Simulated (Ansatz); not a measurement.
The elements of this relaxed trial crystal are hidden behind letters.

```
lattice vectors (Å)
   3.2999    0.0000    0.0000
   0.0000    3.2999    0.0000
   0.0000    0.0000    5.1916
fractional positions
X 0.5000 0.5000 0.0000
Z 0.0000 0.0000 0.5000
```

Level of theory: DFT PBE, scalar-relativistic, plane waves, PAW (Ansatz). Plane waves to 420 eV, a 10×10×10 mesh through Γ for the 4-atom cell and 0.10 eV Gaussian smearing; no spin polarisation.

| Property | Result |
| --- | --- |
| Space group | P4/mmm (No. 123) |
| Conventional cell | a = 3.300 Å, c = 5.192 Å |
| Volume per atom | 28.27 Å³ |
| Density | 6.95 g/cm³ |
| Formation energy | +0.08 eV/atom |
| Gap on the 10×10×10 mesh of the 4-atom cell | 0 eV (a metal) |

Energies are uncorrected and count from the elements' standard states at the same level.

Problem. X is a p-block element of period 5 and Z is a p-block element of period 5. Which elements are they?

Solution. X = In, Z = Sb, so the formula is InSb, here in the CuAu (L1_0) type. Density times volume gives a mean mass of 6.95 × 28.27/1.6605 = 118.3 u per atom, and this set has 118.3 u. In has 4 In at 3.30 Å and 8 Sb at 3.49 Å; Sb has 4 Sb at 3.30 Å and 8 In at 3.49 Å. Swapping In and Sb gives the same structure, so either order is right.

The end has P4/nmm (No. 129) at a tolerance of 0.01 Å; the cell shown is made exact in the group found at 0.05 Å. Spin–orbit coupling, which can matter for Sb, is left out. A structure relaxed within its symmetry needn't be a true minimum. Another cell of InSb relaxed alike, in F-43m (a cell as deposited in COD), lies 209 meV/atom lower, so this cell isn't the stable form at this level.
